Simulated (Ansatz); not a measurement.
## CsPbI3, carrier doping

The reference is CsPbI$_{3}$ in the cubic perovskite structure (space group Pm-3m, No. 221; a = 6.390 Å).

Carriers are added at fixed cell with a uniform background; the Fermi–Dirac width is that of 300 K.

Method: Kohn–Sham DFT with the PBE functional, run in Ansatz (a first-principles code) with PAW and 420 eV plane waves, no spin-orbit coupling.

Candidates:
(a) holes 3.0×10^21 cm⁻³
(b) electrons 3.0×10^21 cm⁻³
(c) electrons 2.0×10^21 cm⁻³
(d) holes 2.0×10^21 cm⁻³

For the base:

```
Quantity                       Result
----------------------------  -------
Gap between the host's bands  1.48 eV
```

**Question.** Order them by gap between the host's bands, lowest first.

**Answer.** (d) holes 2.0×10^21 cm⁻³ (1.50 eV), (a) holes 3.0×10^21 cm⁻³ (1.54 eV), (c) electrons 2.0×10^21 cm⁻³ (1.59 eV), (b) electrons 3.0×10^21 cm⁻³ (1.64 eV)

Carriers are added with a uniform compensating background; total energy and stress of such cells depend on the potential's zero and are not compared; many-body gap narrowing is missing at this level. With I and Pb present, leaving out spin-orbit coupling can change the band edges. Whether these cells are dynamically stable was not tested. Many cubic perovskites are stable only at high temperature; tilts and polar distortions were not tested. This is not the structure that CsPbI3 has at room temperature and ambient pressure.
